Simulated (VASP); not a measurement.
# TiTe2 (P-3m1) in VASP: further runs

Runs on TiTe2. Level: PBE+D3(BJ). Tasks: single point.

Program: VASP 6.6.1. These are calculated values, not measurements. Logs are shortened: lines on timing, memory, paths and dates and some standing lists are left out, and cuts for length are marked.

## 1. The structure

Symmetry: P-3m1, No. 164, trigonal system. The conventional cell has a = 3.777 Å, b = 3.777 Å, c = 6.498 Å, α = 90.00°, β = 90.00°, γ = 120.00°. Around Ti (site symmetry -3m) lie 6 Te at 2.77 Å. Te (site symmetry 3m) has 3 Ti at 2.77 Å as nearest neighbours.

## 2. Single point, PBE+D3(BJ)

Input file INCAR:

```
SYSTEM = TiTe2
ALGO = Fast
EDIFF = 1E-6
ENCUT = 520
GGA = PE
ISIF = 2
ISMEAR = 0
IVDW = 12
LASPH = .TRUE.
LCHARG = .FALSE.
LREAL = .FALSE.
LWAVE = .FALSE.
NBANDS = 19
NELM = 100
PREC = Accurate
SIGMA = 0.15
```

Input file KPOINTS:

```
k-points
0
G
  18 18 8
  0 0 0
```

Input file POSCAR:

```
TiTe2
1.0
    3.7770008876      0.0000000000      0.0000000000
   -1.8885004438      3.2709787188      0.0000000000
    0.0000000000      0.0000000000      6.4980000000
Ti Te
1 2
Direct
    0.0000000000      0.0000000000      0.0000000000
    0.6666666667      0.3333333333      0.2628000000
    0.3333333333      0.6666666667      0.7372000000
```

Potentials or basis: VASP PAW PBE potentials, release 64 (Ti_sv, Te).

Command:

```sh
$ cat potpaw_PBE.64/Ti_sv/POTCAR potpaw_PBE.64/Te/POTCAR > POTCAR
$ mpirun -np 1 vasp_std > vasp.out
```

OUTCAR:

```text
SYSTEM = TiTe2
   EDIFF = 1E-6
   ENCUT = 520
   GGA = PE
   ISIF = 2
   ISMEAR = 0
   IVDW = 12
   LASPH = .TRUE.
   LREAL = .FALSE.
   NELM = 100
   PREC = Accurate
 IVDW          = 12

 ion  position               nearest neighbor table
   1  0.000  0.000  0.000-   2 2.77   3 2.77   2 2.77   3 2.77   2 2.77   3 2.77
   2  0.667  0.333  0.263-   1 2.77   1 2.77   1 2.77
   3  0.333  0.667  0.737-   1 2.77   1 2.77   1 2.77

  LATTYP: Found a hexagonal cell.
 ALAT       =     3.7770008876
 C/A-ratio  =     1.7204126219

  Lattice vectors:

 A1 = (   3.7770008876,   0.0000000000,   0.0000000000)
 A2 = (  -1.8885004438,   3.2709787188,   0.0000000000)
 A3 = (   0.0000000000,   0.0000000000,   6.4980000000)

Analysis of symmetry for initial positions (statically):
=====================================================================
 Subroutine PRICEL returns:
 Original cell was already a primitive cell.

 Routine SETGRP: Setting up the symmetry group for a
 hexagonal supercell.

 Subroutine GETGRP returns: Found 12 space group operations
 (whereof 12 operations were pure point group operations)
 out of a pool of 24 trial point group operations.

The static configuration has the point symmetry D_3d.

Analysis of symmetry for dynamics (positions and initial velocities):
=====================================================================
 Subroutine PRICEL returns:
 Original cell was already a primitive cell.

 Routine SETGRP: Setting up the symmetry group for a
 hexagonal supercell.

 Subroutine GETGRP returns: Found 12 space group operations
 (whereof 12 operations were pure point group operations)
 out of a pool of 24 trial point group operations.

The dynamic configuration has the point symmetry D_3d.

 Subroutine INISYM returns: Found 12 space group operations
 (whereof 12 operations are pure point group operations),
 and found     1 'primitive' translations

----------------------------------------------------------------------------------------

                                     Primitive cell

  volume of cell :      80.2795

  direct lattice vectors                    reciprocal lattice vectors
     3.777000888  0.000000000  0.000000000     0.264760330  0.152859448  0.000000000
    -1.888500444  3.270978719  0.000000000     0.000000000  0.305718895  0.000000000
     0.000000000  0.000000000  6.498000000     0.000000000  0.000000000  0.153893506

  length of vectors
     3.777000888  3.777000888  6.498000000     0.305718895  0.305718895  0.153893506

  position of ions in fractional coordinates (direct lattice)
     0.000000000  0.000000000  0.000000000
     0.666666667  0.333333333  0.262800000
     0.333333333  0.666666667  0.737200000

  ion indices of the primitive-cell ions
   primitive index   ion index
                 1           1
                 2           2
                 3           3

----------------------------------------------------------------------------------------

 KPOINTS: k-points

Automatic generation of k-mesh.
 Grid dimensions read from file:
 generate k-points for:   18   18    8

 Generating k-lattice:

  Cartesian coordinates                     Fractional coordinates (reciprocal lattice)
     0.014708907  0.008492192  0.000000000     0.055555556 -0.000000000  0.000000000
     0.000000000  0.016984383  0.000000000     0.000000000  0.055555556  0.000000000
     0.000000000  0.000000000  0.019236688     0.000000000  0.000000000  0.125000000

  Length of vectors
     0.016984383  0.016984383  0.019236688

  Shift w.r.t. Gamma in fractional coordinates (k-lattice)
     0.000000000  0.000000000  0.000000000

 Subroutine IBZKPT returns following result:
 ===========================================

 Found    266 irreducible k-points:

 Following reciprocal coordinates:
            Coordinates               Weight
  0.000000  0.000000  0.000000      1.000000
  0.055556  0.000000  0.000000      6.000000
  0.111111  0.000000  0.000000      6.000000
  0.166667 -0.000000  0.000000      6.000000
  0.222222 -0.000000  0.000000      6.000000
  0.277778 -0.000000  0.000000      6.000000
[... 16 lines left out ...]
  0.333333  0.111111  0.000000     12.000000
  0.388889  0.111111  0.000000     12.000000
 [... further k-points ...]
   k-points           NKPTS =    266   k-points in BZ     NKDIM =    266   number of bands    NBANDS=     19
   number of dos      NEDOS =    301   number of ions     NIONS =      3
   total plane-waves  NPLWV =  37632
   dimension x,y,z NGX =    28 NGY =   28 NGZ =   48
   dimension x,y,z NGXF=    56 NGYF=   56 NGZF=   96
   ions per type =               1   2
   NGX,Y,Z   is equivalent  to a cutoff of  12.32, 12.32, 12.28 a.u.
   NGXF,Y,Z  is equivalent  to a cutoff of  24.65, 24.65, 24.56 a.u.
 SYSTEM =  TiTe2
   PREC   = accura    normal or accurate (medium, high low for compatibility)
   ISTART =      0    job   : 0-new  1-cont  2-samecut
   ICHARG =      2    charge: 1-file 2-atom 10-const
   ISPIN  =      1    spin polarized calculation?
   LNONCOLLINEAR =      F non collinear calculations
   LSORBIT =      F    spin-orbit coupling
   LASPH  =      T    aspherical Exc in radial PAW
   ENCUT  =  520.0 eV  38.22 Ry    6.18 a.u.   7.02  7.02 12.08*2*pi/ulx,y,z
   NELM   =    100;   NELMIN=  2; NELMDL= -5     # of ELM steps
   EDIFF  = 0.1E-05   stopping-criterion for ELM
   LREAL  =      F    real-space projection
   EDIFFG = 0.1E-04   stopping-criterion for IOM
   NSW    =      0    number of steps for IOM
   IBRION =     -1    ionic relax: 0-MD 1-quasi-New 2-CG
   NFREE  =      0    steps in history (QN), initial steepest desc. (CG)
   ISIF   =      2    stress and relaxation
   ISYM   =      2    0-nonsym 1-usesym 2-fastsym
   POTIM  = 0.5000    time-step for ionic-motion
   TEBEG  =    0.0;   TEEND  =   0.0 temperature during run
   PSTRESS=    0.0 pullay stress
   NELECT =      24.0000    total number of electrons
   NUPDOWN=      -1.0000    fix difference up-down
   EMIN   =  10.00;   EMAX   =-10.00  energy-range for DOS
   EFERMI =   0.00;   METHOD = LEGACY
   ISMEAR =     0;   SIGMA  =   0.15  broadening in eV -4-tet -1-fermi 0-gaus
   EFERMI_NEDOS =   21; number of points for ismear=-14 and -15
   IALGO  =     68    algorithm
   IMIX   =      4    mixing-type and parameters
     AMIX     =   0.40;   BMIX     =  1.00
     AMIX_MAG =   1.60;   BMIX_MAG =  1.00
  volume/ion in A,a.u.               =      26.76       180.58
  Fermi-wavevector in a.u.,A,eV,Ry     =   1.094655  2.068597 16.303433  1.198269
  Thomas-Fermi vector in A             =   2.230963
   LORBIT       =      0    0 simple, 1 ext, 2 COOP (PROOUT), +10 PAW based schemes
   GGA     = PE    functional components
   LHFCALC =     F    Hartree Fock is set to
   AEXX    =    0.0000 exact exchange contribution
   IVDW    =    12    specifies the selected vdW correction
   LEPSILON=     F    determine dielectric tensor
   LRPA    =     F    only Hartree local field effects (RPA)
 non-spin polarized calculation
 RMM-DIIS sequential band-by-band and
 Gauss-broadening in eV      SIGMA  =   0.15
  energy-cutoff  :      520.00
  volume of cell :       80.28
 maximum number of plane-waves:      2183
   NGX = 13   NGY = 13   NGZ = 25

 number of electron      23.9999998 magnetization

 Free energy of the ion-electron system (eV)
  ---------------------------------------------------
  ext. energy  EPLUGINS =         0.00000000
  ---------------------------------------------------
  free energy    TOTEN  =       -16.21070102 eV

  energy without entropy =      -16.19434884  energy(sigma->0) =      -16.20252493

 E-fermi :   6.8455     XC(G=0):  -9.8602

 val. band max:        6.8413799407   @ k =   0.5000   0.0000   0.0000
 cond. band min:       6.8495284207   @ k =   0.1111   0.0000   0.2500
 fundamental gap:      0.0081484800
 Fermi energy:         6.8454901013

 k-point     1 :       0.0000    0.0000    0.0000
  band No.  band energies     occupation
      1     -50.6611      2.00000
      2     -26.9198      2.00000
      3     -26.9198      2.00000
      4     -26.8769      2.00000
      5      -5.5831      2.00000
      6      -4.0806      2.00000
[... 11 lines left out ...]
     18      11.9228      0.00000
     19      12.7615      0.00000

 k-point     2 :       0.0556    0.0000    0.0000
  band No.  band energies     occupation
      1     -50.6610      2.00000
      2     -26.9211      2.00000
      3     -26.9201      2.00000
      4     -26.8767      2.00000
      5      -5.5488      2.00000
      6      -4.0628      2.00000
[... 11 lines left out ...]
     18      12.2063      0.00000
     19      12.9547      0.00000

 k-point     3 :       0.1111    0.0000    0.0000
  band No.  band energies     occupation
      1     -50.6607      2.00000
      2     -26.9247      2.00000
      3     -26.9209      2.00000
      4     -26.8758      2.00000
      5      -5.4471      2.00000
      6      -4.0110      2.00000
[... 11 lines left out ...]
     18      12.7276      0.00000
     19      13.4168      0.00000

 k-point     4 :       0.1667   -0.0000    0.0000
  band No.  band energies     occupation
      1     -50.6603      2.00000
      2     -26.9303      2.00000
      3     -26.9222      2.00000
      4     -26.8746      2.00000
      5      -5.2819      2.00000
      6      -3.9301      2.00000
[... 11 lines left out ...]
     18      12.9107      0.00000
     19      13.8986      0.00000

 k-point     5 :       0.2222   -0.0000    0.0000
  band No.  band energies     occupation
      1     -50.6599      2.00000
      2     -26.9371      2.00000
      3     -26.9238      2.00000
      4     -26.8730      2.00000
      5      -5.0606      2.00000
      6      -3.8293      2.00000
[... 11 lines left out ...]
     18      12.7054      0.00000
     19      13.6444      0.00000

 k-point     6 :       0.2778   -0.0000    0.0000
  band No.  band energies     occupation
      1     -50.6593      2.00000
      2     -26.9443      2.00000
      3     -26.9254      2.00000
      4     -26.8713      2.00000
      5      -4.7948      2.00000
      6      -3.7227      2.00000
[... 11 lines left out ...]
     18      12.4542      0.00000
     19      13.1061      0.00000

 k-point     7 :       0.3333    0.0000    0.0000
  band No.  band energies     occupation
      1     -50.6589      2.00000
      2     -26.9511      2.00000
      3     -26.9270      2.00000
      4     -26.8697      2.00000
      5      -4.5026      2.00000
      6      -3.6305      2.00000
[... 11 lines left out ...]
     18      12.3299      0.00000
     19      12.7034      0.00000

 k-point     8 :       0.3889    0.0000    0.0000
  band No.  band energies     occupation
      1     -50.6585      2.00000
      2     -26.9566      2.00000
      3     -26.9283      2.00000
      4     -26.8684      2.00000
      5      -4.2104      2.00000
      6      -3.5782      2.00000
[... 256 lines left out ...]
 k-point    20 :       0.1667    0.1111    0.0000
  band No.  band energies     occupation
      1     -50.6597      2.00000
      2     -26.9388      2.00000
      3     -26.9253      2.00000
      4     -26.8724      2.00000
      5      -4.9691      2.00000
      6      -3.7888      2.00000
[... 11 lines left out ...]
     18      13.4294      0.00000
     19      13.9732      0.00000

 k-point    21 :       0.2222    0.1111    0.0000
  band No.  band energies     occupation
      1     -50.6592      2.00000
      2     -26.9450      2.00000
      3     -26.9274      2.00000
      4     -26.8708      2.00000
      5      -4.7103      2.00000
      6      -3.6876      2.00000
[... 11 lines left out ...]
     18      12.8549      0.00000
     19      13.6247      0.00000

 k-point    22 :       0.2778    0.1111    0.0000
  band No.  band energies     occupation
      1     -50.6587      2.00000
      2     -26.9509      2.00000
      3     -26.9294      2.00000
      4     -26.8693      2.00000
      5      -4.4271      2.00000
      6      -3.6002      2.00000
[... 11 lines left out ...]
     18      12.4409      0.00000
     19      13.2367      0.00000

 k-point    23 :       0.3333    0.1111    0.0000
  band No.  band energies     occupation
      1     -50.6584      2.00000
      2     -26.9556      2.00000
      3     -26.9310      2.00000
      4     -26.8681      2.00000
      5      -4.1461      2.00000
      6      -3.5497      2.00000
[... 11 lines left out ...]
     18      12.2250      0.00000
     19      13.0909      0.00000

 k-point    24 :       0.3889    0.1111    0.0000
  band No.  band energies     occupation
      1     -50.6581      2.00000
      2     -26.9587      2.00000
      3     -26.9321      2.00000
      4     -26.8673      2.00000
      5      -3.9045      2.00000
      6      -3.5571      2.00000
[... 11 lines left out ...]
     18      12.1126      0.00000
     19      13.1447      0.00000

 [... further k-points ...]

------------------------ aborting loop because EDIFF is reached ----------------------------------------

 Edisp (eV)   -1.47475

 E8    (eV) :    -0.6840

  FORCE on cell =-STRESS in cart. coord.  units (eV):
  Direction    XX          YY          ZZ          XY          YZ          ZX
  --------------------------------------------------------------------------------------
  -------------------------------------------------------------------------------------
  Total      -1.17773    -1.17773    -0.69592     0.00000     0.00000     0.00000
  in kB     -23.50456   -23.50456   -13.88874     0.00000     0.00000     0.00000
  external pressure =      -20.30 kB  Pullay stress =        0.00 kB

 VOLUME and BASIS-vectors are now :
 -----------------------------------------------------------------------------
  energy-cutoff  :      520.00
  volume of cell :       80.28
      direct lattice vectors                 reciprocal lattice vectors
     3.777000888  0.000000000  0.000000000     0.264760330  0.152859448  0.000000000
    -1.888500444  3.270978719  0.000000000     0.000000000  0.305718895  0.000000000
     0.000000000  0.000000000  6.498000000     0.000000000  0.000000000  0.153893506

 POSITION                                       TOTAL-FORCE (eV/Angst)
 -----------------------------------------------------------------------------------
      0.00000      0.00000      0.00000         0.000000      0.000000     -0.000000
      1.88850      1.09033      1.70767        -0.000000      0.000000      0.043638
     -0.00000      2.18065      4.79033         0.000000     -0.000000     -0.043638
 -----------------------------------------------------------------------------------
    total drift:                                0.000000     -0.000000     -0.000000

  FREE ENERGIE OF THE ION-ELECTRON SYSTEM (eV)
  ---------------------------------------------------
  free  energy   TOTEN  =       -17.6854521123 eV

  energy  without entropy=      -17.6690999342  energy(sigma->0) =      -17.67727602
```

Run time: 6.3 min. Hardware: 1 thread of Intel Xeon 6975P-C (Granite Rapids), shared host; peak memory 0.5 GiB.

What came out:

- Free energy: -17.6855 eV
- Pressure: -2.0 GPa
- Largest force: 0.044 eV/Å
- Band gap on the k mesh: none (metal or under the smearing width)
- Dispersion energy per atom: -0.492 eV

Forces in eV/Å, atoms in the order of the input:
```
Ti   0.000  0.000  0.000
Te   0.000  0.000  0.044
Te   0.000  0.000 -0.044
```

Levels at points of the mesh, in eV from the Fermi level:
```tsv
k point	band 8	band 9	band 10	band 11	band 12	band 13	band 14	band 15	band 16	band 17
(0.00, 0.00, 0.00)	-1.71	-1.71	0.33	0.37	0.37	0.55	1.04	1.04	3.03	3.03
(0.50, 0.00, 0.00)	-3.72	-2.74	-2.42	-1.78	-1.16	0.00	1.12	1.45	2.38	3.32
(0.00, 0.00, 0.50)	-2.67	-1.64	-1.64	0.36	0.36	0.73	0.73	1.00	3.46	3.46
(0.50, 0.00, 0.50)	-4.57	-2.43	-2.05	-1.00	-0.64	-0.30	1.11	1.43	2.58	4.13
```

(Part 1 of 2 ends here.)
